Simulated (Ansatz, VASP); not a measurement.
**SiC in VASP and in Ansatz**

```
CELL_PARAMETERS angstrom
3.07569 0.00000 0.00000
-1.53785 2.66363 0.00000
0.00000 0.00000 10.07065
ATOMIC_POSITIONS crystal
Si 0.00000 0.00000 0.18789
Si 0.00000 0.00000 0.68789
Si 0.33333 0.66667 0.43784
Si 0.66667 0.33333 0.93784
C 0.00000 0.00000 0.00046
C 0.00000 0.00000 0.50046
C 0.33333 0.66667 0.24980
C 0.66667 0.33333 0.74980
```

The cell is a database's computed one.

Alike in both runs: task relaxation of cell and atoms; functional revPBE; dispersion D3(BJ); k mesh 10 × 10 × 3; occupations fermi-dirac, width 0.05 eV; no spin polarisation.

```csv
,VASP,Ansatz
version,VASP 6.6.1,Ansatz 0.2.0
potentials or method,"VASP PAW PBE potentials, release 64 (Si, C)",Ansatz PAW
plane-wave cutoff (eV),600,420
valence electrons in the cell,32,32
```

Ansatz gave:

```
gap on the k mesh at the Fermi level, each at its own relaxed structure (eV) : 2.24
relaxed volume (Å³/atom)                                                     : 10.17
relaxed cell length with the largest relative difference (Å)                 : 3.062
energy change over the relaxation (meV/atom)                                 : -1
```

Question: What did VASP give for the same quantities?

Answer: gap on the k mesh at the Fermi level, each at its own relaxed structure (eV): 2.23; relaxed volume (Å³/atom): 10.14; relaxed cell length with the largest relative difference (Å): 3.059; energy change over the relaxation (meV/atom): -2.

Caveats: the PAW data sets were made with another functional, which shifts forces and pressure a little (VASP); an odd mesh through Γ misses points on the zone boundary, where band edges often lie (VASP); odd divisions of the mesh miss points on the zone boundary, where band edges often lie, so the gap on the mesh can be too wide (Ansatz); the plane-wave basis is chosen anew once the cell has moved, so the energies of steps on either side of that aren't comparable (Ansatz); the PAW data sets come from PBE, with cores solved anew for the run's functional, which leaves a small shift of forces and pressure (Ansatz).
